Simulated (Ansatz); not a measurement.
A 2-atom cell of YN started from a crystallographic database (r2SCAN geometry), in Ansatz:

```cif
data_structure
_symmetry_space_group_name_H-M 'P 1'
_symmetry_Int_Tables_number 1
_cell_length_a 3.4621
_cell_length_b 3.4621
_cell_length_c 3.4621
_cell_angle_alpha 60.000
_cell_angle_beta 60.000
_cell_angle_gamma 60.000
_cell_volume 29.34
loop_
_atom_site_label
_atom_site_type_symbol
_atom_site_fract_x
_atom_site_fract_y
_atom_site_fract_z
_atom_site_occupancy
Y1 Y 0.00000 0.00000 0.00000 1
N1 N 0.50000 0.50000 0.50000 1
```

G0W0@HSE06 with 110 empty bands, a screening cutoff of 140 eV and a 4×4×4 mesh (PAW, contour deformation) gives 0.956 eV over the mesh points, from an HSE06 gap of 1.083 eV; it sums over 118 bands with 113 plane waves in the screening and a wave cutoff of 420 eV. No extrapolation in bands, cutoff or mesh was made for G0W0. The values are computed, spin-unpolarised, and not measurements.

**Question.** Estimate the gap with starting point r2SCAN, with them a wave cutoff of 500 eV.

**Answer.** 0.603 eV (-0.353 eV), from a Kohn-Sham gap of 0.528 eV.
